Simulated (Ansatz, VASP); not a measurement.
**Re: VASP beside Ansatz**

```
CELL_PARAMETERS angstrom
-1.54657 1.54657 1.54657
1.54657 -1.54657 1.54657
1.54657 1.54657 -1.54657
ATOMIC_POSITIONS crystal
Re 0.00000 0.00000 0.00000
```

Change from the starting cell: volume scaled by 0.98.

Alike in both runs: task single point; functional PBE; k mesh 15 × 15 × 15; occupations fermi-dirac, width 0.05 eV; no spin polarisation.

|  | VASP | Ansatz |
| --- | --- | --- |
| version | VASP 6.6.1 | Ansatz 0.2.0 |
| potentials or method | VASP PAW PBE potentials, release 64 (Re), cutoff 520 eV | all-electron LAPW, scalar-relativistic |

|  | VASP | Ansatz | Ansatz less VASP |
| --- | --- | --- | --- |
| pressure (GPa) | 7.1 | 7.5 | +0.48 |

Ansatz ran all-electron here, so the differences hold the error of VASP's frozen core and of both bases.

Spin-orbit coupling is left out, which matters for the levels of Re.
